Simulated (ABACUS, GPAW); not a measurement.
Given: the input of a run of GPAW 26.7.0 (ASE script) on Ta. The given cell was strained at random by a few per cent at fixed volume. 

File run.py:

```python
from ase import Atoms
from ase.dft.bandgap import bandgap
from ase.io import write
from ase.units import GPa
from gpaw import GPAW, PW, setup_paths

setup_paths.insert(0, '.')

atoms = Atoms(['Ta'],
              cell=[[-1.620734, 1.654648, 1.62924],
                    [1.697801, -1.62617, 1.677829],
                    [1.622436, 1.627872, -1.600762]],
              scaled_positions=[[0.001911, -0.023575, -0.004103]],
              pbc=True)

calc = GPAW(mode=PW(600),
            xc='PBEsol',
            kpts={'size': (11, 11, 11), 'gamma': True},
            occupations={'name': 'fermi-dirac', 'width': 0.05},
            nbands=15,
            convergence={'density': 1e-05, 'energy': 1e-05},
            maxiter=150,
            txt='gpaw.txt')
atoms.calc = calc
energy = atoms.get_potential_energy()
forces = atoms.get_forces()
stress = atoms.get_stress()
calc.write('gs.gpw')
write('result.traj', atoms)
print(f'Energy: {energy:.6f} eV')
print('Forces (eV/A):')
print(forces.round(4))
print('Stress (GPa):', (stress / GPa).round(3))
print('Fermi level:', round(calc.get_fermi_level(), 4), 'eV')
print(f'Gap: {bandgap(calc)[0]:.4f} eV, direct: {bandgap(calc, direct=True)[0]:.4f} eV')
```

Potentials or basis: PAW data sets generated in the run's folder for this functional, pw.

Run with:

```sh
$ gpaw-setup -f PBEsol Ta
$ OMP_NUM_THREADS=1 python run.py
```

Task: Translate it to ABACUS 3.10.1. Potentials or basis there: PseudoDojo NC SR 0.4.1 PBEsol standard, plane waves, cutoff 789 eV.

Result: As run (cutoffs and basis follow the program's own potentials, and thresholds, step limits or extra output files can differ):

The input INPUT:

```
INPUT_PARAMETERS
suffix              Ta
calculation         scf
basis_type          pw
pseudo_dir          ./
symmetry            1
dft_functional      pbesol
ecutwfc             58
pseudo_rcut         7
nspin               1
nbands              11
ks_solver           dav
smearing_method     fd
smearing_sigma      0.00367493
scf_thr             1e-08
scf_nmax            100
mixing_type         broyden
mixing_beta         0.7
cal_force           1
cal_stress          1
kpar                4
```

Contents of STRU:

```
ATOMIC_SPECIES
Ta 180.9479 Ta.upf

LATTICE_CONSTANT
1.8897261246

LATTICE_VECTORS
-1.6207340000 1.6546480000 1.6292400000
1.6978010000 -1.6261700000 1.6778290000
1.6224360000 1.6278720000 -1.6007620000

ATOMIC_POSITIONS
Direct

Ta
0.0
1
0.0019110000 -0.0235750000 -0.0041030000 1 1 1
```

The input KPT:

```
K_POINTS
0
Gamma
11 11 11 0 0 0
```

Potentials or basis: PseudoDojo NC SR 0.4.1 PBEsol standard, plane waves.

Command:

```bash
$ OMP_NUM_THREADS=1 mpirun -np 4 abacus > log
```

Both were run:

|  | GPAW | ABACUS |
| --- | --- | --- |
| Pressure | -3.6 GPa | -3.8 GPa |
| Energy over the undisturbed cell | 14.6 meV/atom | 14.3 meV/atom |

Pressure is positive in compression.
